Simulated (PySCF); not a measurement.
**Calculated NMR parameters of Propanal**

```yaml
Formula: C3H6O
SMILES: CCC=O
Point_group_of_the_computed_structure: Cs
Degrees_of_unsaturation: 1
Carbon_signals: 3
Proton_signals: 3
```

Numbering as in the mapped SMILES `[CH3:1][CH2:2][CH:3]=[O:4]`; H(Xn) means a hydrogen on atom n.

- PBE0-D3(BJ)/def2-TZVP geometry
- B97-2/pcSseg-2 with gauge-including orbitals
- code: PySCF 2.14.0 with density-fitted response routines
- a single conformation, relativity neglected, isolated molecule, fast rotation and ring inversion assumed for equivalent nuclei

δ = σ(ref) − σ, references computed at the same level: TMS for 1H and 13C; H2O for 17O.

```tsv
carbon	δC, type	δH (multiplicity)	HMBC from (2–3 bonds)	span of the C tensor (ppm)
C1	8.0, CH3	1.01 (t)	H(C3), H(C2)	9
C2	43.5, CH2	2.51 (m)	H(C3), H(C1)	65
C3	207.9, CH	10.28 (t)	H(C2), H(C1)	216
```

Other nuclei:
```csv
atoms,nucleus,environment,δ (ppm),σ (ppm)
O4,17O,aldehyde oxygen,655.5,-327.8
```

- Carbon types of the structure: 1 × CH, 1 × CH2, 1 × CH3, which accounts for all hydrogens.
- δC 207.9: aldehyde carbonyl carbon; the double bond to the heteroatom, with no lone-pair donor beside it, deshields it most.
- δC 43.5: sp3 CH2 α to a carbonyl; the adjacent C=O deshields it moderately.
- δC 8.0: methyl carbon; saturated and bonded to C and H only.
- δH 10.28: hydrogen on an aldehyde carbonyl carbon; the C=O anisotropy and electron withdrawal place aldehyde protons far downfield.
- δH 2.51: hydrogen on an sp3 CH2 α to a carbonyl; α to C=O.

Shifts are as computed. Against solution values, carbons near 30 ppm lie about +3 ppm off and those near 130 ppm about +7 ppm. Of 1211 compounds with measured shifts, 218 miss one by over three times the rms of a fit or turn the order of signals round; such compounds aren't used in these exercises. Unscaled 17O shifts of doubly bonded oxygen tend to come out too high, by tens of ppm or more. Experimental scales use liquid or dissolved standards, which lie at an offset from isolated H2O (liquid H2O: subtract about 36 ppm). No couplings were computed; multiplicities are counted from neighbouring protons, with m where these are inequivalent, close in shift, in a saturated or five-membered ring or joined by F or P, and br s for small geminal =CH2 splittings.
